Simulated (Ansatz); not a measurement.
**How much do the gradients of SnS depend on the method?**

Cell: a COD entry whose atoms were relaxed with PBE, the cell held.

Space group Pnma (No. 62); a = 11.3200, b = 4.0500, c = 4.2420 Å.

| site | Wyckoff | site symmetry | x | y | z |
| --- | --- | --- | --- | --- | --- |
| Sn | 4c | .m. | 0.1204 | 0.2500 | 0.1080 |
| S | 4c | .m. | 0.8517 | 0.2500 | 0.4769 |

One atom of each set is listed.

First run. Computed with Ansatz: DFT, PBE, plane waves and PAW, scalar-relativistic, 420 eV cutoff, Γ-centred 4×11×10 k-points, Fermi–Dirac smearing 0.02 eV.

```csv
site,V_zz (10²¹ V/m²),η
Sn,-11.20,0.30
S,-2.86,0.08
```

Second run. The same atoms and settings, except that the functional is LDA.

**Question.** What does the second run give?

**Answer.** 

```
site    V_zz     η  change of V_zz
  Sn  -10.70  0.29           +0.50
   S   -2.88  0.09           -0.02
```

The largest change of V_zz is on Sn, from -11.20 to -10.70. In per cent, |V_zz| changes by -4 on Sn, +1 on S (all sites that start above 0.5).

Without spin–orbit coupling (the program notes it for Sn) the gradients can shift somewhat, as the gap is small.
